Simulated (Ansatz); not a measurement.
**CsBr in Ansatz: the effect of functional**

Crystal: CsBr.

```xyz
2
Lattice="4.4105 0.0000 0.0000 0.0000 4.4105 0.0000 0.0000 0.0000 4.4105" Properties=species:S:1:pos:R:3 pbc="T T T"
Cs    0.0000    0.0000    0.0000
Br    2.2052    2.2052    2.2052
```

The cell comes from a database or a generator and needn't be the stable form of this composition.

The cell isn't the ideal one: volume scaled by 1.06.

Alike in all runs:

- Program: Ansatz 0.2.0
- Task: single point
- Potentials or basis: Ansatz PAW
- k mesh: 6 × 6 × 6
- Occupations: fermi-dirac, width 0.05 eV
- Spin: no spin polarisation

```tsv
functional	cutoff	gap on the mesh (eV)	pressure (GPa)
r2SCAN	500 eV (not typed: the program's choice for these potentials)	4.94	-0.8
LDA	420 eV (not typed: the program's choice for these potentials)	?	?
PBEsol	420 eV (not typed: the program's choice for these potentials)	4.03	-1.4
```

Q: What does the run with functional LDA give?

A: gap on the mesh 3.81 eV; pressure -2.4 GPa.

Caveats: spin-orbit coupling is left out, which moves the levels of the heavy elements; the PAW data sets come from PBE, with cores solved anew for the run's functional, which leaves a small shift of forces and pressure.

A k mesh can miss the band edges.

Runs at the PBE level aren't shown here.
